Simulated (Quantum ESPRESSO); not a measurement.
# LiCl (Fm-3m): modes at Γ and the response to a field, part 2 of 2

Aim: the zone-centre modes of LiCl (Fm-3m).

Quantum ESPRESSO 7.5; DFT LDA, scalar-relativistic, plane waves, PseudoDojo norm-conserving pseudopotentials.

So far. Step 2 (A probe with smearing): A gap of 6.0 eV opens on this mesh, so the crystal is taken as an insulator; the start stands at -3.3 GPa. Step 4 (Self-consistent run for the response): The cell stands at -0.013 GPa, close enough for phonons. The relaxed cell has a = 4.965 Å (conventional setting).

The database entry behind the starting cell differs from later determinations by our own check (0.1 to 0.3 % short, probably kX units), so it need not match the best structure at ambient conditions.

### 5. Linear response at Γ

At q = 0 one unit cell holds all displacements; symmetry groups them into irreducible representations that are solved one by one. The response to a field gives ε∞ and the Born charges, which polar modes need.

ph.in

```
phonons
&INPUTPH
  prefix = 'x'
  outdir = './tmp'
  fildyn = 'g.dyn'
  tr2_ph = 1.0d-18
  epsil  = .true.
/
0.000000000000 0.000000000000 0.000000000000
```

Run with:

```sh
$ OMP_NUM_THREADS=1 mpirun -n 4 ph.x -nk 4 -in ph.in > ph.out
```

The program printed:

```text
[banners, grids, parts of the stress and lines that vanish by symmetry left out]
[banner, memory and clock lines left out]
Program PHONON v.7.5

     ./tmp/x.save/

     IMPORTANT: XC functional enforced from input :
     Exchange-correlation= PW
                           (   1   4   0   0   0   0   0)
     Any further DFT definition will be discarded
     Please, verify this is what you really want

     G-vector sticks info

     Reading collected, re-writing distributed wavefunctions in ./tmp/

     Number and degeneracy of irreps per q-point
       N         xq(1)         xq(2)         xq(3)   N irreps
       1   0.000000000   0.000000000   0.000000000       2
        3   3

     Calculation of q =    0.0000000   0.0000000   0.0000000

     phonons

     bravais-lattice index     =            0
     lattice parameter (alat)  =       6.6339  a.u.
     unit-cell volume          =     206.4433 (a.u.)^3
     number of atoms/cell      =            2
     number of atomic types    =            2
     kinetic-energy cut-off    =      74.0000  Ry
     charge density cut-off    =     296.0000  Ry
     convergence threshold     =      1.0E-18
     beta                      =       0.7000
     number of iterations used =            4
     Exchange-correlation= PW
                           (   1   4   0   0   0   0   0)

     celldm(1)=    6.63395  celldm(2)=    0.00000  celldm(3)=    0.00000
     celldm(4)=    0.00000  celldm(5)=    0.00000  celldm(6)=    0.00000

     crystal axes: (cart. coord. in units of alat)
               a(1) = (  0.0000  0.7071  0.7071 )
               a(2) = (  0.7071  0.0000  0.7071 )
               a(3) = (  0.7071  0.7071  0.0000 )

     reciprocal axes: (cart. coord. in units 2 pi/alat)
               b(1) = ( -0.7071  0.7071  0.7071 )
               b(2) = (  0.7071 -0.7071  0.7071 )
               b(3) = (  0.7071  0.7071 -0.7071 )

     Atoms inside the unit cell:

     Cartesian axes

     site n.  atom      mass           positions (alat units)
        1  Li      6.9400   tau(    1) = (    0.00000    0.00000    0.00000  )
        2  Cl     35.4500   tau(    2) = (    0.70711    0.70711    0.70711  )

     Computing dynamical matrix for
                    q = (   0.0000000   0.0000000   0.0000000 )

     49 Sym.Ops. (with q -> -q+G )

     G cutoff =  329.9711  (  17837 G-vectors)     FFT grid: ( 40, 40, 40)
     number of k points=    16
                       cart. coord. in units 2pi/alat
        k(    1) = (   0.0000000   0.0000000   0.0000000), wk =   0.0092593
        k(    2) = (   0.1178511   0.1178511  -0.1178511), wk =   0.0740741
        k(    3) = (   0.2357023   0.2357023  -0.2357023), wk =   0.0740741
        [... further k-points left out ...]

     PseudoPot. # 1 for Li read from file:
     ./pseudo/Li.upf
     Pseudo is Norm-conserving, Zval =  3.0
     Using radial grid of 1944 points,  4 beta functions with:
                l(1) =   0
                l(2) =   0
                l(3) =   1
                l(4) =   1

     PseudoPot. # 2 for Cl read from file:
     ./pseudo/Cl.upf
     Pseudo is Norm-conserving + core correction, Zval =  7.0
     Using radial grid of 1016 points,  6 beta functions with:
                l(1) =   0
                l(2) =   0
                l(3) =   1
                l(4) =   1
                l(5) =   2
                l(6) =   2

     Mode symmetry, O_h (m-3m)  point group:

     Electric field:
     Dielectric constant
     Born effective charges as d Force / d E

     Atomic displacements:
     There are    2 irreducible representations

     Representation     1      3 modes -  To be done

     Representation     2      3 modes -  To be done

     Alpha used in Ewald sum =   2.8000

     Electric Fields Calculation

      iter #   1   av.it.:   6.0
      thresh= 1.000E-02 alpha_mix =  0.700 |ddv_scf|^2 =  1.418E-07

      iter #   2   av.it.:  11.1
      thresh= 3.765E-05 alpha_mix =  0.700 |ddv_scf|^2 =  1.730E-08

      iter #   3   av.it.:  11.0
      thresh= 1.315E-05 alpha_mix =  0.700 |ddv_scf|^2 =  7.923E-11

      iter #   4   av.it.:  11.2
      thresh= 8.901E-07 alpha_mix =  0.700 |ddv_scf|^2 =  6.375E-13

      iter #   5   av.it.:  11.1
      thresh= 7.984E-08 alpha_mix =  0.700 |ddv_scf|^2 =  4.848E-15

      iter #   6   av.it.:  11.3
      thresh= 6.962E-09 alpha_mix =  0.700 |ddv_scf|^2 =  2.679E-17

      iter #   7   av.it.:  11.8
      thresh= 5.176E-10 alpha_mix =  0.700 |ddv_scf|^2 =  3.645E-20

     End of electric fields calculation

          Dielectric constant in cartesian axis

          (       3.202009196      -0.000000000      -0.000000000 )
          (      -0.000000000       3.202009196      -0.000000000 )
          (      -0.000000000       0.000000000       3.202009196 )

          Effective charges (d Force / dE) in cartesian axis without acoustic sum rule applied (asr)

           atom    1  Li    Mean Z*:        1.16623
      Ex  (        1.16623       -0.00000        0.00000 )
      Ey  (       -0.00000        1.16623       -0.00000 )
      Ez  (        0.00000       -0.00000        1.16623 )
           atom    2  Cl    Mean Z*:       -1.17360
      Ex  (       -1.17360        0.00000        0.00000 )
      Ey  (        0.00000       -1.17360        0.00000 )
      Ez  (        0.00000        0.00000       -1.17360 )

          Effective charges Sum: Mean:       -0.00738
             -0.00738        0.00000        0.00000
              0.00000       -0.00738        0.00000
              0.00000        0.00000       -0.00738

          Effective charges (d Force / dE) in cartesian axis with asr applied:
           atom    1  Li    Mean Z*:        1.16992
      E*x (        1.16992       -0.00000       -0.00000 )
      E*y (       -0.00000        1.16992       -0.00000 )
      E*z (       -0.00000       -0.00000        1.16992 )
           atom    2  Cl    Mean Z*:       -1.16992
      E*x (       -1.16992        0.00000        0.00000 )
      E*y (        0.00000       -1.16992        0.00000 )
      E*z (        0.00000        0.00000       -1.16992 )

     Representation #   1 modes #   1   2   3

     Self-consistent Calculation

      iter #   1   av.it.:   6.3
      thresh= 1.000E-02 alpha_mix =  0.700 |ddv_scf|^2 =  3.022E-07

      iter #   2   av.it.:  11.7
      thresh= 5.497E-05 alpha_mix =  0.700 |ddv_scf|^2 =  2.966E-08

      iter #   3   av.it.:  11.6
      thresh= 1.722E-05 alpha_mix =  0.700 |ddv_scf|^2 =  4.482E-10

      iter #   4   av.it.:  11.4
      thresh= 2.117E-06 alpha_mix =  0.700 |ddv_scf|^2 =  1.028E-12

      iter #   5   av.it.:  11.5
      thresh= 1.014E-07 alpha_mix =  0.700 |ddv_scf|^2 =  7.298E-15

      iter #   6   av.it.:  11.5
      thresh= 8.543E-09 alpha_mix =  0.700 |ddv_scf|^2 =  7.172E-17

      iter #   7   av.it.:  11.6
      thresh= 8.469E-10 alpha_mix =  0.700 |ddv_scf|^2 =  1.494E-19

     End of self-consistent calculation

     Convergence has been achieved

     Representation #   2 modes #   4   5   6

     Self-consistent Calculation

      iter #   1   av.it.:   5.4
      thresh= 1.000E-02 alpha_mix =  0.700 |ddv_scf|^2 =  9.844E-08

      iter #   2   av.it.:  11.4
      thresh= 3.138E-05 alpha_mix =  0.700 |ddv_scf|^2 =  3.262E-09

      iter #   3   av.it.:  12.0
      thresh= 5.711E-06 alpha_mix =  0.700 |ddv_scf|^2 =  3.386E-10

      iter #   4   av.it.:  11.9
      thresh= 1.840E-06 alpha_mix =  0.700 |ddv_scf|^2 =  1.356E-12

      iter #   5   av.it.:  11.8
      thresh= 1.164E-07 alpha_mix =  0.700 |ddv_scf|^2 =  4.732E-15

      iter #   6   av.it.:  11.5
      thresh= 6.879E-09 alpha_mix =  0.700 |ddv_scf|^2 =  2.374E-17

      iter #   7   av.it.:  11.8
      thresh= 4.873E-10 alpha_mix =  0.700 |ddv_scf|^2 =  6.964E-20

     End of self-consistent calculation

     Convergence has been achieved

     Number of q in the star =    1
     List of q in the star:
          1   0.000000000   0.000000000   0.000000000

          Dielectric constant in cartesian axis

          (       3.202009196      -0.000000000      -0.000000000 )
          (      -0.000000000       3.202009196      -0.000000000 )
          (      -0.000000000       0.000000000       3.202009196 )

          Effective charges (d Force / dE) in cartesian axis without acoustic sum rule applied (asr)

           atom    1  Li    Mean Z*:        1.16623
      Ex  (        1.16623       -0.00000        0.00000 )
      Ey  (       -0.00000        1.16623       -0.00000 )
      Ez  (        0.00000       -0.00000        1.16623 )
           atom    2  Cl    Mean Z*:       -1.17360
      Ex  (       -1.17360        0.00000        0.00000 )
      Ey  (        0.00000       -1.17360        0.00000 )
      Ez  (        0.00000        0.00000       -1.17360 )

          Effective charges Sum: Mean:       -0.00738
             -0.00738        0.00000        0.00000
              0.00000       -0.00738        0.00000
              0.00000        0.00000       -0.00738

          Effective charges (d Force / dE) in cartesian axis with asr applied:
           atom    1  Li    Mean Z*:        1.16992
      E*x (        1.16992       -0.00000       -0.00000 )
      E*y (       -0.00000        1.16992       -0.00000 )
      E*z (       -0.00000       -0.00000        1.16992 )
           atom    2  Cl    Mean Z*:       -1.16992
      E*x (       -1.16992        0.00000        0.00000 )
      E*y (        0.00000       -1.16992        0.00000 )
      E*z (        0.00000        0.00000       -1.16992 )

     Diagonalizing the dynamical matrix

     q = (    0.000000000   0.000000000   0.000000000 )

 **************************************************************************
     freq (    1) =      -0.037848 [THz] =      -1.262472 [cm-1]
     freq (    2) =      -0.037848 [THz] =      -1.262472 [cm-1]
     freq (    3) =      -0.037848 [THz] =      -1.262472 [cm-1]
     freq (    4) =       6.847979 [THz] =     228.423989 [cm-1]
     freq (    5) =       6.847979 [THz] =     228.423989 [cm-1]
     freq (    6) =       6.847979 [THz] =     228.423989 [cm-1]
 **************************************************************************

     Mode symmetry, O_h (m-3m)  point group:

     freq (   1-   3) =         -1.3  [cm-1]   --> T_1u G_15  G_4- I
     freq (   4-   6) =        228.4  [cm-1]   --> T_1u G_15  G_4- I
```

Wall time 74 s (4 MPI ranks of Intel Xeon at 2.50GHz (Skylake/Cascade Lake), shared host); 4 min of CPU time.

This step gave:

```
miss of the charge sum rule                                       : 0.007370 e
largest acoustic frequency at the zone centre before the sum rule : -1.26 cm⁻¹
highest optical zone-centre mode (no LO-TO term)                  : 228.4 cm⁻¹
lowest optical zone-centre mode                                   : 228.4 cm⁻¹
mean high-frequency dielectric constant                           : 3.202
largest Born charge in size (third of the trace)                  : 1.174 e
```

Born charge (rows field, columns displacement), before the sum rule (e), principal values of the symmetric part by kind of site:

| atom | atoms with these values | low | middle | high | mean |
| --- | --- | --- | --- | --- | --- |
| Li1 | 1 | 1.17 | 1.17 | 1.17 | 1.17 |
| Cl2 | 1 | -1.17 | -1.17 | -1.17 | -1.17 |

In full for Li1:

```
1.17 0.00 0.00
0.00 1.17 0.00
0.00 0.00 1.17
```

High-frequency dielectric tensor:

```
3.20 0.00 0.00
0.00 3.20 0.00
0.00 0.00 3.20
```

The acoustic modes at Γ come out as far as 1.3 cm⁻¹ from zero, where they should vanish, a small numerical error; the Born charges miss their sum rule by 0.0074 e, which is good.

### 6. Zone-centre analysis

A rigid shift of the crystal must cost nothing, but grids and finite bases break this; the acoustic sum rule is imposed before the matrix is diagonalised again. With Born charges the intensities follow, and the static dielectric tensor.

dynmat.in

```
&INPUT
  fildyn = 'g.dyn'
  asr    = 'simple'
  fileig = 'dynmat.eig'
  lperm  = .true.
/
```

Run with:

```sh
$ dynmat.x -in dynmat.in > dynmat.out
```

The program printed:

```text
[banner, memory and clock lines left out]
Program DYNMAT v.7.5

     Reading Dynamical Matrix from file g.dyn
     ...Force constants read
     ...epsilon and Z* read
     A direction for q was not specified:TO-LO splitting will be absent

     Polarizability (A^3 units)
     multiply by 0.576700 for Clausius-Mossotti correction
         5.360602   -0.000000   -0.000000
        -0.000000    5.360602    0.000000
        -0.000000   -0.000000    5.360602

     IR activities are in (D/A)^2/amu units

# mode   [cm-1]    [THz]      IR
    1     -0.00   -0.0000    0.0000
    2     -0.00   -0.0000    0.0000
    3     -0.00   -0.0000    0.0000
    4    228.42    6.8479    5.4408
    5    228.42    6.8479    5.4408
    6    228.42    6.8479    5.4408

Electronic dielectric permittivity tensor (relative, adimensional)
         3.202009   -0.000000   -0.000000
        -0.000000    3.202009    0.000000
        -0.000000   -0.000000    3.202009

 ... with zone-center polar mode contributions
        10.472147    0.000000    0.000000
         0.000000   10.472147    0.000000
         0.000000    0.000000   10.472147
```

The job ended after 1 s (1 thread).

Read from the output:

```yaml
mean_static_dielectric_constant: 10.47
```

Unit eigenvectors of the mass-weighted matrix after the sum rule; no LO-TO term. The modes at Γ (shares of kinetic energy by element, %):

| mode | frequency (cm⁻¹) | symmetry | Li % | Cl % |
| --- | --- | --- | --- | --- |
| 1 | 0.0 | acoustic | 16 | 84 |
| 2 | 0.0 | acoustic | 16 | 84 |
| 3 | 0.0 | acoustic | 16 | 84 |
| 4 | 228.4 | T1u | 84 | 16 |
| 5 | 228.4 | T1u | 84 | 16 |
| 6 | 228.4 | T1u | 84 | 16 |

Displacements in mode 5 (228.4 cm⁻¹), the largest set to 1:
```
Li1  0.00  0.00  1.00
Cl2  0.00  0.00 -0.20
```

Degenerate modes summed, no LO-TO term. Infrared lines, with heights relative to the strongest:

| position (cm⁻¹) | lines merged | label | IR intensity, relative |
| --- | --- | --- | --- |
| 228 | 3 | T1u | 100 |

Static dielectric tensor (ions relaxed, fixed cell):

```
10.47  0.00  0.00
 0.00 10.47  0.00
 0.00  0.00 10.47
```

The rule moves no optical mode by more than 0.1 cm⁻¹.

### 7. Modes along a direction of q (1 0 0)

A longitudinal polar mode sets up a macroscopic field that stiffens it; the term hangs on the direction from which q goes to zero.

dynmat.in

```
&INPUT
  fildyn = 'g.dyn'
  asr    = 'simple'
  fileig = 'dynmat.eig'
  q(1)   = 1.0
  q(2)   = 0.0
  q(3)   = 0.0
/
```

Run with:

```sh
$ dynmat.x -in dynmat.in > dynmat.out
```

The program printed:

```text
[banner, memory and clock lines left out]
Program DYNMAT v.7.5

     Reading Dynamical Matrix from file g.dyn
     ...Force constants read
     ...epsilon and Z* read

     Polarizability (A^3 units)
     multiply by 0.576700 for Clausius-Mossotti correction
         5.360602   -0.000000   -0.000000
        -0.000000    5.360602    0.000000
        -0.000000   -0.000000    5.360602

     IR activities are in (D/A)^2/amu units

# mode   [cm-1]    [THz]      IR
    1     -0.00   -0.0000    0.0000
    2     -0.00   -0.0000    0.0000
    3      0.00    0.0000    0.0000
    4    228.42    6.8479    5.4408
    5    228.42    6.8479    5.4408
    6    413.09   12.3841    5.4408
```

Wall time 0.98 s (1 thread).

Read from the output:

```
highest mode moved by the LO-TO term : 413.1 cm⁻¹
```

Zone-centre frequencies as printed; negative means imaginary. Modes:

| mode | frequency (cm⁻¹) |
| --- | --- |
| 1 | 0 |
| 2 | 0 |
| 3 | 0 |
| 4 | 228.4 |
| 5 | 228.4 |
| 6 | 413.1 |

The field moves one mode, from 228 to 413 cm⁻¹; the others stay.

### 8. What came out

* space group after relaxation: Fm-3m
* volume per atom: 15.3 Å³
* gap on the k-mesh: 6.49 eV
* highest optical zone-centre mode (no LO-TO term): 228.4 cm⁻¹
* highest mode moved by the LO-TO term: 413.1 cm⁻¹
* mean high-frequency dielectric constant: 3.20
* largest Born charge in size (third of the trace): 1.17 e
* mean static dielectric constant: 10.5
* imaginary optical modes at the zone centre (no q mesh in this session): none

**Reading.** At the LDA level the optical modes of LiCl (Fm-3m) at the zone centre (no LO-TO term) lie at 228 cm⁻¹. Along the directions run, the highest mode that the macroscopic field moves lies at 413 cm⁻¹. Lattice motion raises the mean dielectric constant from 3.202 to 10.47. The Born charge of Cl is -1.174 e against a formal charge of -1, somewhat above it. The Lyddane-Sachs-Teller relation holds: (ωLO/ωTO)² is 3.27 and ε₀/ε∞ is 3.27. Left out of this account: PBE with PseudoDojo NC, since it is gradient-corrected and no frozen-mode check or second program bears its response out; PBEsol with PseudoDojo NC, since it is gradient-corrected and no frozen-mode check or second program bears its response out. What is said of the levels holds for those shown. These are harmonic frequencies at zero temperature: anharmonic shifts and linewidths and thermal expansion are left out.

[Host names and launcher messages were left out of these logs when they were recorded.]

[Logs are printed without paths, hosts, clocks, repeated set-up lines and the standing remarks that a program may print on its own settings, such as how far it seeks lower states.]

[Hosts, paths, dates, database ids (printed as entryN), source tags and the programs' standing remarks are cut or masked in the printed files.]
